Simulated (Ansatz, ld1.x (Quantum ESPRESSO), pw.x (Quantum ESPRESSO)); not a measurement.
## From atom to crystal: PAW potential for Be

| Quantity | Value |
| --- | --- |
| Element | Be (Z = 4) |
| Generator | ld1.x (Quantum ESPRESSO) 7.5 |
| Type | PAW |
| Functional | PBE |
| Relativity | scalar-relativistic |
| Frozen core | [He] |
| Valence charge | 2 |
| Reference configuration | 2s2 2p0 |
| Partial waves | 2s (bound): rcut 1.35, rcutus 1.85 bohr; 2s channel at 3.4 Ry: rcut 1.35, rcutus 1.85 bohr; 2p (bound, empty): rcut 3.30, rcutus 4.25 bohr; 2p channel at 0.75 Ry: rcut 3.30, rcutus 4.25 bohr; 3d channel at 0.35 Ry: rcut 3.35, rcutus 3.85 bohr; 3d channel at 2.9 Ry: rcut 3.35, rcutus 3.85 bohr |
| Local potential | all-electron potential smoothed inside 2.65 bohr (lloc = -2) |
| Core correction | Bessel-smoothed model core inside 1.00 bohr |
| Augmentation charge | PSQ, radius 1.45 bohr |

Crystal test: sc Be in pw.x 7.5, no spin, 15³ k-points, Fermi–Dirac smearing 0.01 Ry, cutoffs 40/320 Ry. The reference is all-electron LAPW (Ansatz 0.2.0) with the same functional, mesh and smearing; V0 and B0 come from Birch–Murnaghan fits to the pressures at five volumes. Errors are pseudo minus all-electron; Δ is the rms difference of the E(V) curves that follow from these fits, minima aligned, over ±6 % about the mean V0. Mesh and smearing are coarse, so the numbers serve the comparison and aren't converged zero-temperature values; the lattice is a test structure that the element need not adopt.

```tsv
V (Å³/atom)	P all-electron (GPa)	P pseudo (GPa)
9.631	5.30	22.99
9.885	3.01	18.68
10.138	0.95	14.84
10.391	-0.91	11.43
10.645	-2.57	8.39
```

All-electron: a0 = 2.173 Å (V0 = 10.26 Å³/atom), B0 = 75.0 GPa.

Pseudopotential: mean pressure error (GPa): +14.11. The pressure does not cross zero within the volumes sampled, so no fit is given. The largest radius (4.25 bohr) exceeds half the bond length (2.04 bohr), so the spheres overlap, which is one possible source of error among others. This is a poor potential for the solid. The atomic tests give no hint of an error of this size, and its cause was not traced.

**Question.** At the middle volume, how do free energy and pressure move when the wave cutoff is lowered (ecutrho held at 320 Ry)?

**Answer.**

| cutoff (Ry) | shift of F (meV/atom) | shift of P (GPa) |
| --- | --- | --- |
| 18 | +3.8 | -0.07 |
| 24 | +1.4 | +0.05 |
| 32 | +0.8 | +0.01 |

The run at the middle volume (120 k-points, 20 iterations) took about 13 s on one core of a shared host (Neoverse-V2, 96 threads, 742 GiB, load 46).
